Stretching zincblende CdS evenly in all directions narrows its band gap, and each percent of bond length costs more gap above the rest volume than below it. The fall contradicts the tempting idea that atoms drawn apart have narrower bands and so a wider gap. Two other accounts, weaker overlap and a weaker ionic field, both give a falling gap. In their simplest forms, however, both give a fall that slows down, where the computed one speeds up.

Zincblende CdS at fixed geometries, computed with Ansatz 0.2.0 using scalar-relativistic PBE without spin polarization, PAW and a 420 eV plane-wave cutoff. The Kohn–Sham gaps are taken on an 8×8×8 k mesh with Gaussian smearing of 0.02 eV; the least direct gap is the smallest at any single k point of the mesh.

```csv
volume (Å³/atom),shortest distance (Å),band gap (eV),least direct gap (eV)
22.680,2.451,1.329,1.329
23.661,2.486,1.245,1.245
26.024,2.566,1.041,1.041
27.099,2.601,0.951,0.951
27.419,2.611,0.924,0.924
27.707,2.621,0.900,0.900
28.297,2.639,0.852,0.852
```

The shortest distance, called d here, is the Cd–S bond length. In each row the band gap equals the least direct gap, and both band edges lie at Γ, the centre of the Brillouin zone. The seven rows therefore compare the same kind of gap in the same crystal structure, and only the volume changes.

**From the smallest volume to rest**

The first two rows are compressed, at about 10 and 6 GPa. Real CdS changes to the rock-salt structure near 3 GPa, so these rows describe a crystal held in its four-coordinated form by the calculation. Already here the gap falls as the bonds lengthen. The narrowing-band picture gets this wrong because it keeps the centre of each band fixed and lets only the widths change. At Γ, the energy of the empty state itself depends on how strongly cadmium and sulfur interact.

Standard bonding theory describes that empty state as an antibonding mixture of Cd s and S s orbitals. The hydrogen molecule shows the same effect in its simplest form: pull the atoms apart, and the antibonding level comes down. The likeness ends at the filled level. In hydrogen it is the bonding partner, whereas in CdS that partner lies deep and the top of the valence band is mainly S p. Stretching the crystal thus lowers the conduction edge relative to a valence edge into which, at Γ, the s orbitals do not mix.

A simple model follows in two steps. The coupling between s orbitals on neighbouring atoms falls roughly as 1/d², and the model lets the upward push on the conduction edge follow it, though between such unlike levels the push fades faster, up to 1/d⁴. The remaining level differences go into a constant, which gives gap = C + A/d², with A positive. The constant matters: if the whole gap went as 1/d², it would shrink by about 14% over the series, whereas it shrinks by 36%. The gap is a small difference between large energies, so a modest change in one of them shows up strongly.

The ionic account starts from electrostatics. In a crystal of positive cadmium and negative sulfur ions, the field of the neighbours raises electron levels on cadmium and lowers them on sulfur, by an amount that goes as 1/d. Longer bonds weaken the field and close the gap. Rigid ions of charge 2 would make it close between five and six times too fast, while a charge of about 0.36 would give the right mean slope. The numbers thus reject the full-charge version but leave room for a weaker ionic contribution.

**At the rest volume**

The row at 26.024 Å³/atom is practically free of stress, and it puts the overlap model to a test that can be done by hand. Let the first and last rows fix C and A, and use these constants to predict the rest row. Its position on the 1/d² scale, counted from the last row, is

(1/2.566² − 1/2.639²) / (1/2.451² − 1/2.639²) = 0.36.

The predicted gap is 0.852 + 0.36 × 0.477 = 1.024 eV, where 0.477 eV is the total fall. The calculation gives 1.041 eV, a value that played no part in fixing the constants.

The miss is under 2% of the gap, but it is well above the table's last digit, and its direction carries the message. The computed curve bulges above the model, so the gap holds up better at first and falls faster later. The ionic form, treated in the same way with 1/d, also comes out too low. The choice between the two simple accounts therefore matters less than what both of them lack.

The mean slope is about 65 meV for 1% longer bonds, so an even strain of 0.1% moves the gap by only 6 or 7 meV. A lattice constant computed too long lowers the gap in the same way. The slope carries an error of its own, but probably a smaller one in proportion than the gap, which PBE puts at 1.04 eV at rest where experiment finds roughly 2.4 eV.

**From rest to the largest volume**

The last four rows are under tension, and here the fall quickens. Per percent of bond length, the gap loses about 63 meV on average below the rest volume and 68 meV above it. A term A/dⁿ with positive A and n must do the reverse, since each further percent of stretch removes a share of an ever smaller quantity. No choice of constants can rescue the overlap form or the ionic form from this.

A plausible remedy is a second interaction that works against the closure. The filled Cd 4d states lie below the S p states and push them upwards, which raises the valence edge and narrows the gap. This repulsion fades on stretching, roughly as 1/d⁷, so the valence edge sinks and gives back part of the lost gap. The relief is greatest while the bonds are short and dwindles as they lengthen, which leaves the closure to run faster at large volume.

Adding such a term to the overlap model and fitting all seven rows brings every gap to within 0.001 eV. With three constants and so smooth a curve, this shows that the explanation is possible, not that the d states are the cause. PBE also places the Cd 4d states too close to the S p states, so if they do cause the bend, the calculation may exaggerate it. The output printed below compares this fit with the two simpler ones.

Lead sulfide shows how the same reasoning can lead to the opposite trend. There the filled Pb s states push up the top of the valence band, and this push governs how the gap responds. Stretching relaxes it, the valence edge sinks, and the gap grows. To guess the trend for a related compound, ask at which band edge an antibonding push relaxes more on stretching: if it is the empty one, expansion tends to close the gap, and if it is the filled one, expansion tends to open it.

The analysis program printed:

```
Change of the gap from the smallest to the largest volume, eV: -0.477
Growth of the bond length over the series, percent: 7.655
Mean change of the gap for 1 percent longer bonds, meV: -64.67
Mean slope of the gap per unit ln(volume), eV: -2.156
Effective exponent n if the whole gap went as 1/d^n: 6.028
Mean slope of the gap per unit ln(bond length), eV: -6.467
Crude slope from s-s overlap alone, order of magnitude only, eV: -7.201
Slope for rigid doubly charged ions, eV: -36.24
Ion charge that would match the computed slope: 0.3569
Slope per ln(bond length) from smallest volume to rest, eV: -6.282
Slope per ln(bond length) from rest to largest volume, eV: -6.771
Ratio of stretched to compressed slope, computed: 1.078
The same ratio for any C + A/d^2: 0.9287
The same ratio for any C + A/d: 0.9637
fit of band_gap on 7 rows: constant -2.141 +/- 0.049, coefficient of 1/d**2 20.9 +/- 0.32; rms 0.00589, worst 26.024 -0.00892, leave-one-out rms 0.00989
fit of band_gap on 7 rows: constant -5.377 +/- 0.076, coefficient of 1/d 16.45 +/- 0.2; rms 0.0045, worst 26.024 -0.0067, leave-one-out rms 0.0076
fit of band_gap on 7 rows: constant -4.112 +/- 0.041, coefficient of 1/d**2 38.77 +/- 0.37, coefficient of 1/d**7 -537.5 +/- 11; rms 0.000246, worst 26.024 0.00034, leave-one-out rms 0.000567
Gap at rest below a rough recalled measured 2.4 eV, eV: 1.359
```
